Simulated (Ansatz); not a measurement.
# Property card for AlGa3N4

Computed with Ansatz, DFT r2SCAN, scalar-relativistic, plane waves, PAW.

Plane waves to 500 eV, a k mesh through Γ of 6×6×6 on the computed 8-atom cell and Gaussian smearing (0.02 eV); no spin polarisation.

The structure is relaxed at this level of theory with its symmetry kept. Whether it is the stable form of this composition wasn't checked.

Symmetry: P-43m, No. 215, cubic system. The conventional cell has a = 4.465 Å, b = 4.465 Å, c = 4.465 Å, α = 90.00°, β = 90.00°, γ = 90.00°. Al (site symmetry -43m) is surrounded by 4 N at 1.89 Å. Ga (site symmetry -42m) has 4 N at 1.95 Å as nearest neighbours. N (site symmetry 3m) has 1 Al at 1.89 Å and 3 Ga at 1.95 Å as nearest neighbours.

| Quantity | Value |
| --- | --- |
| Volume per atom | 11.13 Å³ |
| Formation energy from the elements' standard states (uncorrected) | -0.886 eV/atom |
| Generalised Kohn–Sham band gap | 2.82 eV, direct at Γ |
| Löwdin character of the top 1 eV of the valence band | N 2p 87 %, Ga 4p 7 % |
| Löwdin character of the lowest 1 eV of the conduction band | N 2s 38 %, Ga 4s 29 %, N 2p 13 %, Ga 4p 10 % |
| Electron masses at the edge by Cartesian direction of the standard setting (m_e; degenerate bands sorted by energy; no spin-orbit coupling) | x: 0.22; y: 0.22; z: 0.22 |
| Hole masses at the edge by Cartesian direction of the standard setting (m_e; degenerate bands sorted by energy; no spin-orbit coupling) | x: 1.1, 1.1, 0.23; y: 1.1, 1.1, 0.23; z: 1.1, 1.1, 0.23 |
| Bulk modulus | 200 GPa |
| Its pressure derivative | 4.2 |
| Electronic dielectric constant xx, yy, zz of the standard setting (independent particles) | 5.1, 5.1, 5.1 |
| Bader charges (e) | Al (1 in the cell) 2.48, Ga (3 in the cell) 1.64, N (4 in the cell) -1.85 |